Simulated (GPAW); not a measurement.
Runs of GPAW 26.7.0 on MgTe. It takes space group F-43m (No. 216, cubic). Conventional cell: a = 6.464 Å, b = 6.464 Å, c = 6.464 Å, α = 90.00°, β = 90.00°, γ = 90.00°. Te (site symmetry -43m) is surrounded by 4 Mg at 2.80 Å. Mg (site symmetry -43m) is surrounded by 4 Te at 2.80 Å. The cell comes from a database or a generator and needn't be the stable form of this composition.

| level | gap on the mesh (eV) | pressure (GPa) | relaxed volume (Å³/atom) |
| --- | --- | --- | --- |
| RPBE+D3 | 2.64 | 0.0 | 33.63 |
| RPBE+D4 | 2.73 | 0.0 | (a) |
| RPBE | (b) | 0.1 | 35.52 |
| RPBE+D3(BJ)+ATM | 2.88 | -0.1 | 29.47 |
| RPBE+D3(BJ) | 2.87 | -0.1 | 29.36 |

Alike in all rows: task relaxation of cell and atoms; potentials or basis the program's PAW data sets (release 1.2.1) made for this functional, pw; no spin polarisation; cell relaxed; k mesh 7 × 7 × 7; cutoff (eV) 800; smearing fermi-dirac 0.05 eV.

Estimate the missing entries.

(a) 32.91; (b) 2.40.

Caveats: later steps reuse the first step's grids; spin-orbit coupling is left out, which moves the levels of the heavy elements; an odd mesh through Γ misses points on the zone boundary, where band edges often lie (some runs).

A k mesh can miss the band edges, and the runs leave out spin-orbit coupling on Te.
